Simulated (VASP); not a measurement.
# AlN (Cmc2_1) in VASP: further runs, part 2 of 2

VASP 6.6.1. Earlier steps stand in the parts before.

### 4 Electrostatic potential, PBE

This run uses another cell than the first one, of 10.66 Å³/atom, 1.002 times its volume.

INCAR reads:

```
PREC = Accurate
ENCUT = 520
EDIFF = 1E-6
ISMEAR = 0
SIGMA = 0.02
LREAL = F
LASPH = T
NELM = 60
ALGO = Fast
ISIF = 2
LWAVE = F
LCHARG = T
GGA = PE
LVHAR = T
KPAR = 8
```

KPOINTS reads:

```
regular mesh
0
Gamma
  8 5 5
```

POSCAR reads:

```
AlN                                     
1.0
    3.1179847954      0.0000000000      0.0000000000
    0.0000000000      5.0511353685      0.0000000000
    0.0000000000      0.0000000000      5.4136602957
  Al              N             
     4     4
Direct
     0.0000000000000000    0.0009521955482532    0.3334629955419193
     0.5000000000000000    0.0009521955482532    0.8334629955419194
     0.5000000000000000    0.5009521955482532    0.1665370044580807
     0.0000000000000000    0.5009521955482532    0.6665370044580806
     1.0000000000000000    0.6210478044517467    0.3334904335549495
     0.5000000000000000    0.6210478044517467    0.8334904335549496
     0.5000000000000000    0.1210478044517467    0.1665095664450505
     1.0000000000000000    0.1210478044517467    0.6665095664450504
```

Potentials or basis: VASP PAW PBE potentials, release 64 (Al, N).

Started as:

```console
cat potpaw_PBE.64/Al/POTCAR potpaw_PBE.64/N/POTCAR > POTCAR
mpirun -np 8 vasp_std > vasp.out
```

OUTCAR:

```text
PREC = Accurate
   ENCUT = 520
   EDIFF = 1E-6
   ISMEAR = 0
   LREAL = F
   LASPH = T
   NELM = 60
   ISIF = 2
   GGA = PE

 ion  position               nearest neighbor table
   1  0.000  0.001  0.333-   7 1.90   7 1.90   8 1.90   5 1.92   3 3.10   3 3.10   3 3.10   3 3.10
                             4 3.10   4 3.10   2 3.12   2 3.12   2 3.12   2 3.12
   2  0.500  0.001  0.833-   8 1.90   8 1.90   7 1.90   6 1.92   4 3.10   4 3.10   4 3.10   4 3.10
                             3 3.10   3 3.10   1 3.12   1 3.12   1 3.12   1 3.12
   3  0.500  0.501  0.167-   5 1.90   5 1.90   6 1.90   7 1.92   1 3.10   1 3.10   1 3.10   1 3.10
                             2 3.10   2 3.10   4 3.12   4 3.12   4 3.12   4 3.12
   4  0.000  0.501  0.667-   6 1.90   6 1.90   5 1.90   8 1.92   2 3.10   2 3.10   2 3.10   2 3.10
                             1 3.10   1 3.10   3 3.12   3 3.12   3 3.12   3 3.12
   5  0.000  0.621  0.333-   3 1.90   3 1.90   4 1.90   1 1.92
   6  0.500  0.621  0.833-   4 1.90   4 1.90   3 1.90   2 1.92
   7  0.500  0.121  0.167-   1 1.90   1 1.90   2 1.90   3 1.92
   8  0.000  0.121  0.667-   2 1.90   2 1.90   1 1.90   4 1.92

  LATTYP: Found a simple orthorhombic cell.
 ALAT       =     3.1179847954
 B/A-ratio  =     1.6200000000
 C/A-ratio  =     1.7362689849

[... 223 lines left out ...]
      2      -7.1892      2.00000
      3      -7.0648      2.00000
      4      -6.5266      2.00000
      5       0.0180      2.00000
      6       0.5722      2.00000
[... 565 lines left out ...]
     20      13.4791      0.00000
     21      14.3147      0.00000

 [... further k-points ...]

------------------------ aborting loop because EDIFF is reached ----------------------------------------

  FORCE on cell =-STRESS in cart. coord.  units (eV):
  Direction    XX          YY          ZZ          XY          YZ          ZX
  --------------------------------------------------------------------------------------
  -------------------------------------------------------------------------------------
  Total        0.4047963     -1.1021147      0.0724057      0.0000000      0.0000000      0.0000000
  in kB        7.6066440    -20.7101571      1.3605956      0.0000000      0.0000000      0.0000000
  external PRESSURE =      -3.9143058 kB  Pullay stress =       0.0000000 kB

 VOLUME and BASIS-vectors are now :
 -----------------------------------------------------------------------------
  energy-cutoff  :      520.00
  volume of cell :       85.26
      direct lattice vectors                 reciprocal lattice vectors
     3.117984795  0.000000000  0.000000000     0.320719973  0.000000000  0.000000000
     0.000000000  5.051135368  0.000000000     0.000000000  0.197975292  0.000000000
     0.000000000  0.000000000  5.413660296     0.000000000  0.000000000  0.184717907

 POSITION                                       TOTAL-FORCE (eV/Angst)
 -----------------------------------------------------------------------------------
      0.00000      0.00481      1.80526        -0.000000      0.000026     -0.000825
      1.55899      0.00481      4.51209         0.000000      0.000026     -0.000825
      1.55899      2.53038      0.90157         0.000000      0.000026      0.000825
      0.00000      2.53038      3.60840        -0.000000      0.000026      0.000825
      0.00000      3.13700      1.80540        -0.000000     -0.000026      0.002424
      1.55899      3.13700      4.51223        -0.000000     -0.000026      0.002424
      1.55899      0.61143      0.90143         0.000000     -0.000026     -0.002424
      0.00000      0.61143      3.60826        -0.000000     -0.000026     -0.002424
 -----------------------------------------------------------------------------------
    total drift:                                0.000000     -0.001657      0.000002

  FREE ENERGIE OF THE ION-ELECTRON SYSTEM (eV)
  ---------------------------------------------------
  free  energy   TOTEN  =       -59.5565871609 eV

  energy  without entropy=      -59.5565871609  energy(sigma->0) =      -59.55658716
```

stdout:

```text
POSCAR found type information on POSCAR AlN
 POSCAR found :  2 types and       8 ions
 scaLAPACK will be used
 -----------------------------------------------------------------------------
|                                                                             |
|           W    W    AA    RRRRR   N    N  II  N    N   GGGG   !!!           |
|           W    W   A  A   R    R  NN   N  II  NN   N  G    G  !!!           |
|           W    W  A    A  R    R  N N  N  II  N N  N  G       !!!           |
|           W WW W  AAAAAA  RRRRR   N  N N  II  N  N N  G  GGG   !            |
|           WW  WW  A    A  R   R   N   NN  II  N   NN  G    G                |
|           W    W  A    A  R    R  N    N  II  N    N   GGGG   !!!           |
|                                                                             |
|     For optimal performance we recommend to set                             |
|     This setting can greatly improve the performance of VASP for DFT.       |
|     The default, NCORE=1 might be grossly inefficient on modern             |
|     multi-core architectures or massively parallel machines. Do your        |
|     Unfortunately you need to use the default for GW and RPA                |
|     calculations (for HF NCORE is supported but not extensively tested      |
|     yet).                                                                   |
|                                                                             |
 -----------------------------------------------------------------------------

 LDA part: xc-table for (Slater+PW92), standard interpolation
 POSCAR, INCAR and KPOINTS ok, starting setup
 FFT: planning ... GRIDC
 FFT: planning ... GRID_SOFT
 FFT: planning ... GRID
 WAVECAR not read
 entering main loop
```

It took 14 s on 8 MPI ranks of Intel Xeon Platinum 8488C (Sapphire Rapids), shared host; peak memory 0.23 GiB.

What came out:

* Free energy: -59.5566 eV
* Pressure: -0.4 GPa
* Band gap on the k mesh: 4.08 eV

Forces in eV/Å, atoms in the order of the input:
```
Al   0.000  0.000 -0.001
Al   0.000  0.000 -0.001
Al   0.000  0.000  0.001
Al   0.000  0.000  0.001
N    0.000  0.000  0.002
N    0.000  0.000  0.002
N    0.000  0.000 -0.002
N    0.000  0.000 -0.002
```

Levels at points of the mesh, in eV from the valence-band top:
| k point | band 12 | band 13 | band 14 | band 15 | band 16 | band 17 | band 18 | band 19 | band 20 | band 21 |
| --- | --- | --- | --- | --- | --- | --- | --- | --- | --- | --- |
| (0.00, 0.00, 0.00) | -0.73 | -0.61 | -0.13 | -0.12 | 0.00 | 4.08 | 5.75 | 5.87 | 6.64 | 8.08 |
| (0.50, 0.00, 0.00) | -2.76 | -1.73 | -1.73 | -1.37 | -1.37 | 5.71 | 5.71 | 7.82 | 7.82 | 8.82 |

As with any semilocal functional, this PBE gap is likely too small.

### 5 Overview

| task | level | potentials or basis | cell | cutoff (eV) | gap on the mesh (eV) | pressure (GPa) |
| --- | --- | --- | --- | --- | --- | --- |
| electrostatic potential | LDA | VASP PAW LDA potentials, release 64 (Al, N) | Cmc2_1, 10.63 Å³/atom | 520 | 4.03 | -7.2 |
| relaxation of cell and atoms | PBE | VASP PAW PBE potentials, release 64 (Al, N) | relaxed | 600 | 4.08 | -0.5 |
| electrostatic potential | PBE | VASP PAW PBE potentials, release 64 (Al, N) | Cmc2_1, 10.66 Å³/atom | 520 | 4.08 | -0.4 |

Alike in all rows: no spin polarisation; k mesh 8 × 5 × 5; smearing gaussian 0.02 eV.

Total energies depend on the potentials used, so only differences within one code and one set of settings carry meaning.
